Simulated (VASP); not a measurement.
SiC in VASP 6.6.1, single-point calculation

INCAR

```
GGA = PE
PREC = Accurate
LCHARG = .FALSE.
ISMEAR = 1
NELM = 97
ENCUT = 250
LWAVE = .FALSE.
LASPH = .TRUE.
SIGMA = 0.005
NSW = 0
NBANDS = 16
ISIF = 2
LREAL = .FALSE.
EDIFF = 1E-7
IVDW = 11
IBRION = -1
```

KPOINTS

```
KPOINTS created by Atomic Simulation Environment
0
Gamma
8 8 4
0 0 0
```

POSCAR

```
Si C
 1.0000000000000000
     3.1055000000000001   -0.0159000000000000   -0.0740000000000000
    -1.5665000000000000    2.6456000000000000    0.0749000000000000
    -0.1215000000000000    0.0718000000000000    4.9706999999999999
 Si  C
   2   2
Cartesian
  0.0452371000000000  1.7078625399999998  0.1335166400000000
  1.6099187500000001  0.7934805200000000  2.3218537100000001
 -0.0587168500000001  1.6337536200000000  1.9940002900000000
  1.3583877500000001  1.1559161999999998  4.3435488700000002
```

The recommended PBE PAW datasets give the neutral cell 16 valence electrons.

Command

```
mpirun -np 1 vasp_std
```

Question: How does this run end, and what does it give?

Answer: It converged. Results: gap between bands v and c on the k mesh 0.69 eV; least direct gap on the k mesh 2.80 eV; pressure -6.0 GPa; largest force 6.01 eV/Å. Band v is the last that the valence electrons fill when counted band by band, and c is the next.

OSZICAR

```
N       E                     dE             d eps       ncg     rms          rms(c)
DAV:   1     0.568790382407E+01    0.56879E+01   -0.44237E+03  4264   0.494E+02
DAV:   2    -0.305868418531E+02   -0.36275E+02   -0.33917E+02  6056   0.118E+02
DAV:   3    -0.317918218707E+02   -0.12050E+01   -0.12033E+01  4992   0.200E+01
DAV:   4    -0.317977146733E+02   -0.58928E-02   -0.58919E-02  5784   0.164E+00
DAV:   5    -0.317977623237E+02   -0.47650E-04   -0.48783E-04  5096   0.135E-01    0.131E+01
DAV:   6    -0.286196618500E+02    0.31781E+01   -0.47559E+00  5472   0.135E+01    0.611E+00
DAV:   7    -0.284781314550E+02    0.14153E+00   -0.92558E-01  5928   0.563E+00    0.230E+00
DAV:   8    -0.284571288391E+02    0.21003E-01   -0.35559E-02  5088   0.119E+00    0.705E-01
DAV:   9    -0.284560044044E+02    0.11244E-02   -0.48911E-03  6048   0.519E-01    0.142E-01
DAV:  10    -0.284561907845E+02   -0.18638E-03   -0.49269E-04  4880   0.149E-01    0.669E-02
DAV:  11    -0.284562445872E+02   -0.53803E-04   -0.71245E-05  5552   0.595E-02    0.148E-02
DAV:  12    -0.284562443828E+02    0.20444E-06   -0.40938E-06  5840   0.182E-02    0.802E-03
DAV:  13    -0.284562454634E+02   -0.10807E-05   -0.18986E-06  4800   0.926E-03    0.295E-03
DAV:  14    -0.284562455394E+02   -0.75985E-07   -0.78789E-08  4336   0.216E-03
   1 F= -.29043055E+02 E0= -.29043055E+02  d E =0.321038-105
```

For comparison, a separate PBE run of the intended cell, on usual settings and not on those above, gives a gap of 0.78 eV on its mesh and a pressure of 12.4 GPa.
